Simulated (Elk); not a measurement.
Band structure of InN (P6_3mc, 4 atoms in the cell).

```
CELL_PARAMETERS angstrom
      3.55879     0.00000     0.00000
     -1.77939     3.08200     0.00000
      0.00000     0.00000     5.74575
ATOMIC_POSITIONS crystal
  In 0.66667 0.33333 0.50048
  In 0.33333 0.66667 0.00048
  N  0.66667 0.33333 0.87952
  N  0.33333 0.66667 0.37952
```

Method of the run: PBE, all-electron FP-LAPW, Elk's shipped species files, default APW+lo basis run with Elk.

Settings: xctype = 20; swidth = 0.00367493 Ha; ngridk = 7 7 4; rmtscf = 0.87; maxscl = 100.

The starting cell comes from a database of computed structures (which also holds hypothetical and non-ambient phases and stackings), without a prior relaxation at this level. Its lattice was rescaled by a random factor within 2.5 % of one. Values depend on the basis (sphere radii, cutoffs, local orbitals), which need not be converged. The run gives no clean gap (levels at the Fermi energy touch, overlap or are partly filled at this smearing), which alone does not show that the compound is a metal.

Levels in eV from the Fermi level, bands 21 to 28:
```tsv
point	21	22	23	24	25	26	27	28
Γ	-1.04	-0.50	-0.21	-0.19	-0.19	2.50	6.67	8.80
M	-3.52	-2.46	-1.84	-1.04	3.57	4.25	5.08	6.12
K	-4.35	-2.49	-2.49	-2.27	4.76	5.45	5.45	6.54
A	-0.62	-0.62	-0.62	-0.62	2.10	2.10	6.81	6.81
L	-1.79	-1.79	-1.71	-1.71	3.19	3.19	6.25	6.25
H	-3.43	-3.43	-1.40	-1.40	4.93	4.93	5.93	5.93
```

Bands cross the Fermi level along this path, so the cell is metallic at this level.
